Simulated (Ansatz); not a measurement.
## KTaO3: Cr on a Ta site

Computed with DFT PBE, scalar-relativistic, plane waves, PAW (Ansatz 0.2.0). Run with 420 eV cutoff, 2×2×2 k-mesh, shifted by half a step, Gaussian smearing of 0.01 eV, collinear spin.

Host crystal, relaxed:

```yaml
crystal:
  lattice:
    - [4.02439, 0.00000, 0.00000]
    - [0.00000, 4.02439, 0.00000]
    - [0.00000, 0.00000, 4.02439]
  atoms:
    - { symbol: K, position: [0.50000, 0.50000, 0.50000] }
    - { symbol: Ta, position: [0.00000, 0.00000, 0.00000] }
    - { symbol: O, position: [0.00000, 0.50000, 0.00000] }
    - { symbol: O, position: [0.00000, 0.00000, 0.50000] }
    - { symbol: O, position: [0.50000, 0.00000, 0.00000] }
```

Supercell of 40 atoms, rows in host cell vectors: 2 0 0; 0 -2 0; 0 0 -2. Atoms relax at the host's cell, keeping the symmetry that the supercell leaves at the site. The cell is small, so energies carry finite-size errors of tenths of an eV. The host's Kohn–Sham gap is 2.16 eV. Atoms are taken from and returned to the elements' standard states.

Spin-orbit coupling is left out, which matters for the bands and energies of heavy elements.

Defect: Cr on a Ta site at (0.000, 0.000, 0.000) of the host cell.

(1) What is the formation energy of the neutral defect?

(2) Does the neutral defect carry a moment, and how do its surroundings relax?

Answers

(1) 6.05 eV.

(2) It changes the cell's moment by 1.00 μB. The nearest neighbours before are 6 O at 2.01 Å; after relaxation the atoms near the site are 6 O at 1.96 Å; the largest move is 0.05 Å.